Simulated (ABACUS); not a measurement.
# FeS2 (Marcasite) (Pnnm) in ABACUS: single point with LDA

Aim: the single point of FeS2 (Marcasite) with LDA.

Program: ABACUS 3.10.1. These are calculated values, not measurements. Logs are shortened: lines on timing, memory, paths and dates and some standing lists are left out, and cuts for length are marked.

### Step 1. The structure

Symmetry: Pnnm, No. 58, orthorhombic system. The conventional cell has a = 4.440 Å, b = 5.390 Å, c = 3.370 Å, α = 90.00°, β = 90.00°, γ = 90.00°. Fe (site symmetry 2/m) has 6 S at 2.21 to 2.24 Å as nearest neighbours. Around S (site symmetry m) lie 3 Fe at 2.21 to 2.24 Å and 1 S at 2.25 Å.

### Step 2. Single point, LDA, collinear spin, ferromagnetic start

INPUT reads:

```
INPUT_PARAMETERS
suffix              FeS2
calculation         scf
basis_type          pw
pseudo_dir          ./
symmetry            1
dft_functional      pz
ecutwfc             40
pseudo_rcut         10
nspin               2
nbands              43
ks_solver           dav
smearing_method     fd
smearing_sigma      0.00367493
scf_thr             1e-08
scf_nmax            100
mixing_type         broyden
mixing_beta         0.4
cal_force           1
cal_stress          1
ecutrho             320
out_chg             1
out_pot             2
out_elf             0
kpar                4
```

STRU reads:

```
ATOMIC_SPECIES
Fe 55.8450 fe_lda_v1.5.uspp.F.UPF
S 32.0600 s_lda_v1.4.uspp.F.UPF

LATTICE_CONSTANT
8.3903839933

LATTICE_VECTORS
1.0000000000 0.0000000000 0.0000000000
0.0000000000 1.2139639640 0.0000000000
0.0000000000 0.0000000000 0.7590090090

ATOMIC_POSITIONS
Cartesian

Fe
0.0
2
0.5000000000 0.6069819820 0.3795045045 1 1 1 mag 3
0.0000000000 0.0000000000 0.0000000000 1 1 1 mag 3

S
0.0
4
0.7030000000 0.1517454955 0.3795045045 1 1 1 mag 0
0.7970000000 0.7587274775 0.0000000000 1 1 1 mag 0
0.2970000000 1.0622184685 0.3795045045 1 1 1 mag 0
0.2030000000 0.4552364865 0.0000000000 1 1 1 mag 0
```

KPT reads:

```
K_POINTS
0
Gamma
5 4 6 0 0 0
```

Potentials or basis: GBRV ultrasoft 1.5 LDA, plane waves.

The run is started by

```sh
OMP_NUM_THREADS=1 mpirun -np 4 abacus > log
```

running log:

```text
ABACUS v3.10.1

               Atomic-orbital Based Ab-initio Computation at UStc

 ------------------------------------------------------------------------------------

 READING GENERAL INFORMATION
                           global_out_dir = OUT.FeS2/
                           global_in_card = INPUT
                               pseudo_dir = ./
                              orbital_dir =
                                    DSIZE = 4
                                    GSIZE = 1

 READING UNITCELL INFORMATION
                                    ntype = 2
                  lattice constant (Bohr) = 8.39038
              lattice constant (Angstrom) = 4.44

 READING ATOM TYPE 1
                               atom label = Fe
                      L=0, number of zeta = 1
                      L=1, number of zeta = 1
                      L=2, number of zeta = 1
             number of atom for this type = 2
               magnetization of element 1 = 3

 READING ATOM TYPE 2
                               atom label = S
                      L=0, number of zeta = 1
                      L=1, number of zeta = 1
                      L=2, number of zeta = 1
             number of atom for this type = 4
               magnetization of element 2 = 0

                        TOTAL ATOM NUMBER = 6
CARTESIAN COORDINATES ( UNIT =       8.390383993300 Bohr ).
    atom                   x                   y                   z     mag                  vx                  vy                  vz
tauc_Fe1            0.5000000000        0.6069819820        0.3795045045  3.0000        0.0000000000        0.0000000000        0.0000000000
tauc_Fe2            0.0000000000        0.0000000000        0.0000000000  3.0000        0.0000000000        0.0000000000        0.0000000000
tauc_S1            0.7030000000        0.1517454955        0.3795045045  0.0000        0.0000000000        0.0000000000        0.0000000000
tauc_S2            0.7970000000        0.7587274775        0.0000000000  0.0000        0.0000000000        0.0000000000        0.0000000000
tauc_S3            0.2970000000        1.0622184685        0.3795045045  0.0000        0.0000000000        0.0000000000        0.0000000000
tauc_S4            0.2030000000        0.4552364865        0.0000000000  0.0000        0.0000000000        0.0000000000        0.0000000000

                          Volume (Bohr^3) = 544.25
                             Volume (A^3) = 80.6494

 Lattice vectors: (Cartesian coordinate: in unit of a_0)
                   +1                  +0                  +0
                   +0            +1.21396                  +0
                   +0                  +0           +0.759009
 Reciprocal vectors: (Cartesian coordinate: in unit of 2 pi/a_0)
                   +1                  -0                  +0
                   -0           +0.823748                  -0
                   +0                  -0            +1.31751
 The esolver type has been set to : ksdft_pw

                PAO radial cut off (Bohr) = 10

 Read in pseudopotential file is fe_lda_v1.5.uspp.F.UPF
                     pseudopotential type = US
          exchange-correlation functional = PZ
                 nonlocal core correction = 1
                        valence electrons = 16
                                     lmax = 2
                           number of zeta = 5
                     number of projectors = 6
                           L of projector = 0
                           L of projector = 0
                           L of projector = 1
                           L of projector = 1
                           L of projector = 2
                           L of projector = 2
                PAO radial cut off (Bohr) = 10

 Read in pseudopotential file is s_lda_v1.4.uspp.F.UPF
                     pseudopotential type = US
          exchange-correlation functional = PZ
                 nonlocal core correction = 1
                        valence electrons = 6
                                     lmax = 2
                           number of zeta = 2
                     number of projectors = 6
                           L of projector = 0
                           L of projector = 0
                           L of projector = 1
                           L of projector = 1
                           L of projector = 2
                           L of projector = 2
     initial pseudo atomic orbital number = 42
 The readin total magnetization is 6

 SETUP THE ELECTRONS NUMBER
            electron number of element Fe = 16
      total electron number of element Fe = 32
             electron number of element S = 6
       total electron number of element S = 24
            AUTOSET number of electrons:  = 56
                           occupied bands = 28
                                   NBANDS = 43
                                   NLOCAL = 54

%%%%%%%%%%%%%%%%%%%%%%%%%%%%%%%%%%%%%%%%%%%%%%%%%%%%%%%%%%%%%%%%%%%%%%%%%%%%%%%%%%%%%%%%%%%%%%%%%%%%%%%%%%
 Warning: the number of valence electrons in pseudopotential > 8 for Fe: [Ar] 3d6 4s2
 Pseudopotentials with additional electrons can yield (more) accurate outcomes, but may be less efficient.
 If you're confident that your chosen pseudopotential is appropriate, you can safely ignore this warning.
%%%%%%%%%%%%%%%%%%%%%%%%%%%%%%%%%%%%%%%%%%%%%%%%%%%%%%%%%%%%%%%%%%%%%%%%%%%%%%%%%%%%%%%%%%%%%%%%%%%%%%%%%%

 SETUP THE PLANE WAVE BASIS
[... 101 lines left out ...]
                                    ibrav = 8
                       right hand lattice = 1
(for k-lattice: )
                             BRAVAIS TYPE = 8
                     BRAVAIS LATTICE NAME = 08. Orthorhombic P(simple)
                                    ibrav = 8
                       right hand lattice = 1
                        ROTATION MATRICES = 8
                               nkstot_ibz = 36
K-POINTS REDUCTION ACCORDING TO SYMMETRY
     IBZ    DIRECT_X    DIRECT_Y    DIRECT_Z  WEIGHT  ibz2bz
       1  0.00000000  0.00000000  0.00000000  0.0083       0
       2  0.20000000  0.00000000  0.00000000  0.0167       1
       3  0.40000000  0.00000000  0.00000000  0.0167       2
       4  0.00000000  0.25000000  0.00000000  0.0167       5
       5  0.20000000  0.25000000  0.00000000  0.0333       6
       6  0.40000000  0.25000000  0.00000000  0.0333       7
[... 22 lines left out ...]
      29  0.20000000  0.00000000  0.50000000  0.0167      61
      30  0.40000000  0.00000000  0.50000000  0.0167      62
[... 6 further k points ...]

                               nkstot now = 36
[... K-POINTS DIRECT COORDINATES: 36 rows ...]

           k-point number in this process = 9
       minimum distributed K point number = 9
[... stars of the k points ...]
                             nks(nspin=2) = 18
                          nkstot(nspin=2) = 72

[... K-POINTS CARTESIAN COORDINATES: 18 rows ...]

[... K-POINTS DIRECT COORDINATES: 18 rows ...]

 SETUP PLANE WAVES FOR WAVE FUNCTIONS
     energy cutoff for wavefunc (unit:Ry) = 40
              fft grid for wave functions = [ 36, 45, 25 ]
                    number of plane waves = 2823
                         number of sticks = 307

 PARALLEL PW FOR WAVE FUNCTIONS
     PROC   COLUMNS(POT)             PW
        1            307           2823
 --------------- sum -------------------
        1            307           2823

 SETUP NONLOCAL PSEUDOPOTENTIALS IN PLANE WAVE BASIS
 Fe non-local projectors:
 projector 1 L=0
 projector 2 L=0
 projector 3 L=1
 projector 4 L=1
 projector 5 L=2
 projector 6 L=2
 S non-local projectors:
 projector 1 L=0
 projector 2 L=0
 projector 3 L=1
 projector 4 L=1
 projector 5 L=2
 projector 6 L=2
      TOTAL NUMBER OF NONLOCAL PROJECTORS = 108

 Init Non-Local PseudoPotential table :
 Init Non-Local-Pseudopotential done.

                                     npwx = 2349

 Make real space PAO into reciprocal space.
       max mesh points in Pseudopotential = 725
     dq(describe PAO in reciprocal space) = 0.01
                                    max q = 763

 number of pseudo atomic orbitals for Fe is 5
WARNING: norm of atomic wavefunction # 4 of atomic type Fe is 0.999999, renormalized
WARNING: norm of atomic wavefunction # 5 of atomic type Fe is 0.999939, renormalized

 number of pseudo atomic orbitals for S is 2
WARNING: norm of atomic wavefunction # 2 of atomic type S is 0.999996, renormalized

 -------------------------------------------
 SELF-CONSISTENT
 -------------------------------------------
                                 init_chg = atomic

 PW ALGORITHM --------------- ION=   1  ELEC=   1--------------------------------

          total magnetism (Bohr mag/cell) = 1.48288
       absolute magnetism (Bohr mag/cell) = 3.12588
                        nelec for spin up = 28.7414
                      nelec for spin down = 27.2586
[... 177 lines left out ...]
 Density error is 2.84282902481e-09
                          Error Threshold = 2.14692709086e-11
----------------------------------------------------------
     Energy           Rydberg                 eV
----------------------------------------------------------
 E_KohnSham     -597.3205561733      -8126.9630964855
 E_KS(sigma->0) -597.3205546591      -8126.9630758838
 E_Harris       -597.3199922148      -8126.9554234373
 E_band         -36.2969613599       -493.8454945807
 E_one_elec     -338.1543025917      -4600.8253184628
 E_Hartree      198.4732436302       2700.3670139125
 E_xc           -91.6792401837       -1247.3600548094
 E_Ewald        -365.9602539996      -4979.1446959224
 E_entropy(-TS) -0.0000030284        -0.0000412034
 E_descf        0.0000000000         0.0000000000
 E_exx          0.0000000000         0.0000000000
 E_Fermi        0.9402766296         12.7931198582
----------------------------------------------------------

 charge density convergence is achieved
 final etot is -8126.9630965 eV
 EFERMI = 12.793119858 eV
The vacuum level is 10.256626289 eV

 STATE ENERGY(eV) AND OCCUPATIONS    NSPIN == 2
SPIN UP :
 1/9 kpoint (Cartesian) = 0.0000 0.0000 0.0000 (2349 pws)
       1       -73.4816     0.00833333
       2       -73.4814     0.00833333
       3       -40.0876     0.00833333
       4       -40.0865     0.00833333
       5       -39.9610     0.00833333
       6       -39.9607     0.00833333
[... 260 lines left out ...]
      42        21.4347    2.90706e-77
      43        22.4516    4.26593e-86

[... levels at 12 further k points ...]

------------------------------------------------------------------------------------------
 TOTAL-FORCE (eV/Angstrom)
------------------------------------------------------------------------------------------
                       Fe1         0.0000000000         0.0000000000         0.0000000000
                       Fe2         0.0000000000         0.0000000000         0.0000000000
                        S1         0.3596091010         0.0330436727         0.0000000000
                        S2        -0.3596091010         0.0330436727         0.0000000000
                        S3        -0.3596091010        -0.0330436727         0.0000000000
                        S4         0.3596091010        -0.0330436727         0.0000000000
------------------------------------------------------------------------------------------

----------------------------------------------------------------
 TOTAL-STRESS (KBAR)
----------------------------------------------------------------
       -97.4533073179         0.0000000000         0.0000000000
         0.0000000000       -90.1709794424         0.0000000000
         0.0000000000         0.0000000000       -94.8935170878
----------------------------------------------------------------
 TOTAL-PRESSURE: -94.172601 KBAR

 --------------------------------------------
 !FINAL_ETOT_IS -8126.9630964855305137 eV
 --------------------------------------------
```

It took 1.8 min on 4 MPI ranks of AMD EPYC 7R43 (Zen 3), shared host; peak memory 1.2 GiB.

Results:

* Free energy: -8126.9631 eV
* Pressure: -9.4 GPa
* Largest force: 0.361 eV/Å
* Band gap on the k mesh: 0.72 eV, indirect (least direct gap 1.03 eV)
* Net moment: 0.00 μB per cell
* Absolute moment: 0.00 μB per cell

Forces on the atoms (eV/Å):
```
Fe   0.000  0.000  0.000
Fe   0.000  0.000  0.000
S    0.360  0.033  0.000
S   -0.360  0.033  0.000
S   -0.360 -0.033  0.000
S    0.360 -0.033  0.000
```

Stress tensor (GPa, compression positive):
```
-9.75  0.00  0.00
 0.00 -9.02  0.00
 0.00  0.00 -9.49
```

Caveat: the starting moments collapsed, and a magnetic state may lie lower; an odd mesh through Γ misses points on the zone boundary, where band edges often lie.
